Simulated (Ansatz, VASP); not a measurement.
## Two plane-wave programs on CoO

```
Co O
1.0
    -1.41423    2.44951    2.72172
     2.82845    0.00000    2.72172
     1.41422    2.44951    0.00000
Co O
2 2
Direct
  0.25000 0.25000 0.75000
  0.75000 0.75000 0.25000
  0.83333 0.16667 0.50000
  0.33333 0.66667 0.00000
```

The cell was built by a generator and needn't be a form met in nature.

Alike in both runs: task single point; functional PBE; k mesh 8 × 8 × 8; occupations fermi-dirac, width 0.05 eV; collinear spin, ferrimagnetic start.

|  | VASP | Ansatz |
| --- | --- | --- |
| version | VASP 6.6.1 | Ansatz 0.2.0 |
| potentials or method | VASP PAW PBE potentials, release 64 (Co, O) | Ansatz PAW |
| plane-wave cutoff (eV) | 520 | 420 |
| valence electrons in the cell | 30 | 46 |

VASP gave:

* gap on the k mesh at the Fermi level (eV): none
* pressure (GPa): 0.8
* largest component of the traceless stress (GPa): 4.50
* rms of the force components (eV/Å): 0.169
* net moment per atom (μB): 0.00
* size of the moment on the site where the two differ most (μB): 2.35

Question: What did Ansatz give for the same quantities?

Answer: gap on the k mesh at the Fermi level (eV): none; pressure (GPa): 1.2; largest component of the traceless stress (GPa): 4.57; rms of the force components (eV/Å): 0.161; net moment per atom (μB): 0.00; size of the moment on the site where the two differ most (μB): 2.29.

Site moments also hang on the region over which each program counts them. Atom by atom the forces differ by 0.008 eV/Å (rms over components). A gap of «none» marks a metal or a gap that the smearing closes. The two sets of potentials don't hold the same shells in valence.

Caveats: semilocal functionals often make such compounds metallic where correlation or magnetic order opens a gap, which also shifts bond lengths; the pressure holds a Pulay correction of +0.7 GPa for the finite cutoff (Ansatz). With open d or f shells a metallic result of PBE can be an artefact of self-interaction; +U or a hybrid may open a gap.
